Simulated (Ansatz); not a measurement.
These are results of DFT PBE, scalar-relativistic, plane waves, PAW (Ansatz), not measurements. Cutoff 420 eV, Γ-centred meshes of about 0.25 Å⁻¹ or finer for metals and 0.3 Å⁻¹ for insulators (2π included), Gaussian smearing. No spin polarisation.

Temperature and zero-point effects are left out.

Two forms of SiGe₃ were relaxed alike.

A.

```xyz
4
Lattice="2.0074 1.1590 6.5553 -2.0074 1.1590 6.5553 0.0000 -2.3179 6.5553" Properties=species:S:1:pos:R:3 pbc="T T T"
Si    0.0000    0.0000   19.6660
Ge    0.0000    0.0000    2.4242
Ge    0.0000    0.0000    9.8329
Ge    0.0000    0.0000   12.3254
```

B.

```xyz
8
Lattice="-2.8382 2.8382 5.6770 2.8382 -2.8382 5.6770 2.8382 2.8382 -5.6770" Properties=species:S:1:pos:R:3 pbc="T T T"
Si    0.0000    0.0000    0.0000
Si    0.0000    2.8382    2.8385
Ge    1.4191    1.4705    4.2578
Ge    0.0000    0.0000    5.6770
Ge    1.4191    1.3677   -1.4193
Ge    1.4705   -1.4191    7.0963
Ge    1.3677    4.2574    1.4193
Ge    2.8382    0.0000    2.8385
```

Task: Which is lower in energy, and by how much?

Result: B is lower, by 3 meV/atom. A has Si and Ge ordered on diamond sites, space group R3m (No. 160), 22.9 Å³/atom and a gap of 0.22 eV on its mesh; B has Si and Ge ordered on diamond sites, space group I-42d (No. 122), 22.9 Å³/atom and a gap of 0.37 eV. In A, Si has 4 Ge at 2.42–2.45 Å; around Ge on its first site lie 1 Si at 2.42 Å and 3 Ge at 2.47 Å; Ge on its second site has 4 Ge at 2.47–2.49 Å; 1 more site not described. In B, Si has 4 Ge at 2.43 Å; around Ge on a site of symmetry 2 lie 2 Si at 2.43 Å and 2 Ge at 2.49 Å; around Ge on a site of symmetry -4 lie 4 Ge at 2.49 Å. Both come from trial cells of a structure search.

Kohn–Sham gaps at this level usually fall short of measured ones. Small gaps are read on the mesh alone, and bands can cross between its points. Cells relaxed within their symmetry can be saddle points.
